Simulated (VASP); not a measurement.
# ZrB3 (Pm-3m) in VASP: a series of runs, part 2 of 2

VASP 6.6.1. Earlier steps stand in the parts before.

## Step 3: Single point, PBE

This run uses another cell than the first one, of 8.52 Å³/atom, 0.847 times its volume.

INCAR reads:

```
PREC = Accurate ; ENCUT = 520
EDIFF = 1E-7 ; ISMEAR = 0
SIGMA = 0.1 ; LREAL = F
LASPH = T ; NELM = 100
ALGO = Normal ; ISIF = 2
LWAVE = F ; LCHARG = F
GGA = PE ; NBANDS = 18
```

KPOINTS reads:

```
regular mesh
0
Gamma
  6 6 6
```

POSCAR reads:

```
ZrB3
1.0
    3.2539474914      0.0000000000      0.0000000000
    0.0000000000      3.2539474914      0.0000000000
    0.0000000000      0.0000000000      3.2205014528
Zr B
1 3
Direct
    0.0000000000      0.0000000000      0.0000000000
    0.0000000000      0.5000000000      0.5000000000
    0.5000000000      0.0000000000      0.5000000000
    0.5000000000      0.5000000000      0.0000000000
```

Potentials or basis: VASP PAW PBE potentials, release 64 (Zr_sv, B).

Launch:

```bash
$ cat potpaw_PBE.64/Zr_sv/POTCAR potpaw_PBE.64/B/POTCAR > POTCAR
$ mpirun -np 1 vasp_std > vasp.out
```

It took 16 s on 1 thread of Intel Xeon Platinum 8488C (Sapphire Rapids), shared host; peak memory 0.15 GiB.

The run converged. Its results:

```
Free energy            : -25.9589 eV
Pressure               : 43.8 GPa
Band gap on the k mesh : none (metal or under the smearing width)
```

Stress tensor (GPa, compression positive):
```
43.22  0.00  0.00
 0.00 43.22  0.00
 0.00  0.00 45.01
```

Levels at points of the mesh, in eV from the Fermi level:
```csv
k point,band 8,band 9,band 10,band 11,band 12,band 13
"(0.00, 0.00, 0.00)",-3.20,-3.20,-3.05,2.64,2.71,2.71
"(0.50, 0.00, 0.00)",-4.63,-4.49,-0.11,0.99,1.08,3.08
"(0.50, 0.50, 0.00)",-6.39,-2.96,-2.96,0.80,1.50,3.57
"(0.00, 0.00, 0.50)",-4.78,-4.53,-0.21,1.00,1.00,3.19
"(0.50, 0.00, 0.50)",-6.30,-3.12,-3.01,0.67,1.22,3.45
"(0.50, 0.50, 0.50)",-7.46,-3.11,-3.11,-2.99,5.39,5.53
```

Caveat: a pressure of tens of GPa on the cell as given is suspect, and the run, the potentials or the cell itself is likely at fault.

## Step 4: Single point, PBE

This run uses another cell than the first one, of 10.40 Å³/atom, 1.033 times its volume.

INCAR reads:

```
SYSTEM = ZrB3
PREC = Accurate
ENCUT = 520
EDIFF = 1E-6
ISMEAR = 0
SIGMA = 0.1
LREAL = .False.
LASPH = .True.
NELM = 100
ALGO = Fast
ISIF = 2
LWAVE = .False.
LCHARG = .True.
GGA = PE
LELF = .True.
LVHAR = .True.
NBANDS = 18
```

KPOINTS reads:

```
regular mesh
0
Gamma
  20 20 20
  0 0 0
```

POSCAR reads:

```
ZrB3
1.0
   -1.6366854976      1.6366854976      3.8835512961
    1.6366854976     -1.6366854976      3.8835512961
    1.6366854976      1.6366854976     -3.8835512961
Zr B
1 3
Direct
    0.0000000000      0.0000000000      0.0000000000
    0.5000000000      0.5000000000      0.0000000000
    0.2500000000      0.7500000000      0.5000000000
    0.7500000000      0.2500000000      0.5000000000
```

Launch:

```bash
$ cat potpaw_PBE.64/Zr_sv/POTCAR potpaw_PBE.64/B/POTCAR > POTCAR
$ mpirun -np 1 vasp_std > vasp.out
```

Run time: 12 min. Hardware: 1 thread of AMD EPYC 9R45 (Zen 5), shared host; peak memory 0.54 GiB.

It converged, with:

* Free energy: -26.3287 eV
* Pressure: 0.1 GPa
* Band gap on the k mesh: none (metal or under the smearing width)

Levels at points of the mesh, in eV from the Fermi level:
```csv
k point,band 9,band 10,band 11,band 12,band 13,band 14
"(0.00, 0.00, 0.00)",-1.88,-1.88,1.27,2.15,2.15,3.97
"(0.50, 0.00, 0.00)",-2.11,-0.65,1.39,2.53,2.90,4.35
"(0.50, 0.50, 0.00)",-2.83,-1.89,-1.59,2.88,3.77,6.12
"(0.50, 0.50, 0.50)",-1.05,0.19,3.05,3.05,3.93,3.93
```

## Step 5: Single point, PBE

This run uses another cell than the first one: it holds 8 atoms, not 4.

INCAR reads:

```
SYSTEM = ZrB3
PREC = Accurate
ENCUT = 520
EDIFF = 1E-7
ISMEAR = 0
SIGMA = 0.1
LREAL = .False.
LASPH = .True.
NELM = 100
ALGO = Normal
ISIF = 2
LWAVE = .False.
LCHARG = .True.
GGA = PE
LELF = .True.
LVHAR = .True.
NBANDS = 31
```

KPOINTS reads:

```
Automatic mesh
0
Gamma
  6 6 4
  0 0 0
```

POSCAR reads:

```
ZrB3
1.0
    4.5668524087      0.0000000000      0.0000000000
   -2.2834262044      3.9550102013      0.0000000000
    0.0000000000      0.0000000000      4.9198836789
Zr B
2 6
Direct
    0.3333333333      0.6666666667      0.2500000000
    0.6666666667      0.3333333333      0.7500000000
    0.0455000000      0.3763000000      0.2500000000
    0.6692000000      0.0455000000      0.7500000000
    0.6237000000      0.6692000000      0.2500000000
    0.9545000000      0.6237000000      0.7500000000
    0.3308000000      0.9545000000      0.2500000000
    0.3763000000      0.3308000000      0.7500000000
```

Potentials or basis: VASP PAW PBE potentials, release 64 (Zr_sv, B).

Launch:

```bash
$ cat potpaw_PBE.64/Zr_sv/POTCAR potpaw_PBE.64/B/POTCAR > POTCAR
$ mpirun -np 1 vasp_std > vasp.out
```

OUTCAR:

```text
SYSTEM = ZrB3
   PREC = Accurate
   ENCUT = 520
   EDIFF = 1E-7
   ISMEAR = 0
   LREAL = .False.
   LASPH = .True.
   NELM = 100
   ISIF = 2
   GGA = PE

 ion  position               nearest neighbor table
   1  0.333  0.667  0.250-   7 1.32   3 1.32   5 1.32   6 2.96   6 2.96   4 2.96   4 2.96   8 2.96
                             8 2.96   2 3.61   2 3.61   2 3.61   2 3.61   2 3.61   2 3.61
   2  0.667  0.333  0.750-   4 1.32   6 1.32   8 1.32   3 2.96   3 2.96   7 2.96   7 2.96   5 2.96
                             5 2.96   1 3.61   1 3.61   1 3.61   1 3.61   1 3.61   1 3.61
   3  0.045  0.376  0.250-   1 1.32   2 2.96   2 2.96
   4  0.669  0.045  0.750-   2 1.32   1 2.96   1 2.96
   5  0.624  0.669  0.250-   1 1.32   2 2.96   2 2.96
[... 1049 lines left out ...]
  external PRESSURE =    1881.5638643 kB  Pullay stress =       0.0000000 kB

 VOLUME and BASIS-vectors are now :
 -----------------------------------------------------------------------------
  energy-cutoff  :      520.00
  volume of cell :       88.86
      direct lattice vectors                 reciprocal lattice vectors
     4.566852409  0.000000000  0.000000000     0.218969196  0.126421924  0.000000000
    -2.283426204  3.955010201  0.000000000     0.000000000  0.252843848  0.000000000
     0.000000000  0.000000000  4.919883679     0.000000000  0.000000000  0.203256838

 POSITION                                       TOTAL-FORCE (eV/Angst)
 -----------------------------------------------------------------------------------
     -0.00000      2.63667      1.22997         0.000000      0.000000      0.000000
      2.28343      1.31834      3.68991         0.000000      0.000000     -0.000000
     -0.65146      1.48827      1.22997       -19.970321    -34.775157     -0.000000
      2.95224      0.17995      3.68991        20.131009    -34.682383      0.000000
      1.32028      2.64669      1.22997        40.101330      0.092774     -0.000000
      2.93489      2.46674      3.68991        19.970321     34.775157     -0.000000
     -0.66882      3.77506      1.22997       -20.131009     34.682383     -0.000000
      0.96315      1.30832      3.68991       -40.101330     -0.092774      0.000000
 -----------------------------------------------------------------------------------
    total drift:                               -0.000000      0.000000     -0.000000

  FREE ENERGIE OF THE ION-ELECTRON SYSTEM (eV)
  ---------------------------------------------------
  free  energy   TOTEN  =        25.9112555048 eV

  energy  without entropy=       25.9439273141  energy(sigma->0) =       25.92759141
```

It took 43 s on 1 thread of AMD EPYC 9R45 (Zen 5), shared host; peak memory 0.21 GiB.

Results:

| Quantity | Value |
| --- | --- |
| Free energy | 25.9113 eV |
| Pressure | 188.2 GPa |
| Largest force | 40.101 eV/Å |
| Band gap on the k mesh | none (metal or under the smearing width) |

Forces on the atoms (eV/Å):
```
Zr    0.000   0.000   0.000
Zr    0.000   0.000   0.000
B   -19.970 -34.775   0.000
B    20.131 -34.682   0.000
B    40.101   0.093   0.000
B    19.970  34.775   0.000
B   -20.131  34.682   0.000
B   -40.101  -0.093   0.000
```

Stress tensor (GPa, compression positive):
```
283.13   0.00   0.00
  0.00 283.13   0.00
  0.00   0.00  -1.79
```

Caveat: a pressure of tens of GPa on the cell as given is suspect, and the run, the potentials or the cell itself is likely at fault; forces of over 1 eV/Å show positions far from the minimum, so gaps and moduli don't describe the material at rest.

## Step 6: Overview

```tsv
task	cell	k mesh	cutoff (eV)	gap on the mesh (eV)	pressure (GPa)
relaxation of cell and atoms	relaxed	14 × 14 × 14	600	none	0.0
single point	P4/mmm, 8.52 Å³/atom	6 × 6 × 6	520	none	43.8
single point	I4/mmm, 10.4 Å³/atom	20 × 20 × 20	520	none	0.1
single point	P6_3/m, 11.11 Å³/atom	6 × 6 × 4	520	none	188.2
```

Alike in all rows: level PBE; potentials or basis VASP PAW PBE potentials, release 64 (Zr_sv, B); no spin polarisation; smearing gaussian 0.1 eV.

Every run on the cell as given and a fine mesh finds a metal.

Caveats: a pressure of tens of GPa on the cell as given is suspect, and the run, the potentials or the cell itself is likely at fault (some runs); forces of over 1 eV/Å show positions far from the minimum, so gaps and moduli don't describe the material at rest (some runs).

Absolute energies hang on the potentials; compare differences alone.
